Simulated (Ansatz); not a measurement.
TaN, 2 atoms in the cell. The structure is cubic, space group Fm-3m (No. 225). The conventional cell has a = 4.358 Å, b = 4.358 Å, c = 4.358 Å, α = 90.00°, β = 90.00°, γ = 90.00°. Around Ta (site symmetry m-3m) lie 6 N at 2.18 Å. N (site symmetry m-3m) is surrounded by 6 Ta at 2.18 Å. 

- Program: Ansatz 0.2.0
- Task: relaxation of cell and atoms
- Functional: r2SCAN
- Dispersion: D3(BJ)-ATM
- Potentials or basis: Ansatz PAW
- Cutoff: 500 eV (not typed: the program's choice for these potentials)
- k mesh: 10 × 10 × 10
- Occupations: fermi-dirac, width 0.05 eV
- Spin: no spin polarisation

Potentials or basis: Ansatz PAW.

Run with:

```sh
$ ansatz run input.yaml --threads 2 --pin off --max-ram 5632MiB --backend cpu --events-out ev --progress --plain --runs-dir out
```

Hardware: 2 threads of Arm Neoverse V2, with other jobs on the host.

Question: Estimate the wall time of this run.

Answer: Run time: 6.3 s on 2 threads of Arm Neoverse V2, on a shared host, peak memory 0.36 GiB. Counts: scf iterations 26, plane waves 537, k points 47, bands 13, ion steps 5.
